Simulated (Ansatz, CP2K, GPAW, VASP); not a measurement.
**MgSe: 4 runs at one level of theory**

```
CELL_PARAMETERS angstrom
5.87191 0.00000 0.00000
0.00000 5.87191 0.00000
0.00000 0.00000 5.87191
ATOMIC_POSITIONS crystal
Se 0.50000 0.00000 0.00000
Se 0.00000 0.50000 0.00000
Se 0.00000 0.00000 0.50000
Se 0.50000 0.50000 0.50000
Mg 0.00000 0.00000 0.00000
Mg 0.00000 0.50000 0.50000
Mg 0.50000 0.00000 0.50000
Mg 0.50000 0.50000 0.00000
```

Alike in all runs: task electrostatic potential; functional revPBE; k mesh 5 × 5 × 5; occupations fermi-dirac, width 0.02 eV; no spin polarisation; no spin-orbit coupling. Pressure is positive in compression and, in plane waves, holds the error of the finite cutoff, which Ansatz's Pulay term estimates and takes out.

| program and potentials | plane-wave cutoff (eV) | notes | pressure (GPa) |
| --- | --- | --- | --- |
| Ansatz, Ansatz PAW | 420 | potentials made for PBE, which Ansatz adapts in part; 13 valence electrons an atom on average | -6.83 |
| VASP, PBE PAW files Mg_pv, Se, 520 eV | 520 | potentials made for PBE; 7 valence electrons an atom on average | -6.87 |
| CP2K, POTENTIAL_UZH Se GTH-PBE-q6, Mg GTH-PBE-q10; TZVP-MOLOPT-PBE-GTH basis | - | atomic basis; potentials made for PBE; 8 valence electrons an atom on average | -5.97 |
| GPAW, the program's PAW data sets (release 1.2.1) made for this functional | 800 | 8 valence electrons an atom on average | -6.88 |

The pressure spans -6.88 (GPAW, the program's PAW data sets (release 1.2.1) made for this functional) to -5.97 GPa (CP2K, POTENTIAL_UZH Se GTH-PBE-q6, Mg GTH-PBE-q10; TZVP-MOLOPT-PBE-GTH basis). Some sets were made for another functional than the one run, which can shift their rows. Rows in atomic bases carry the error of their basis and grid, which can be large.

The functional is the same throughout but for its coding, so the spread measures potentials, basis and numerics; runs on potential files found faulty are left out.
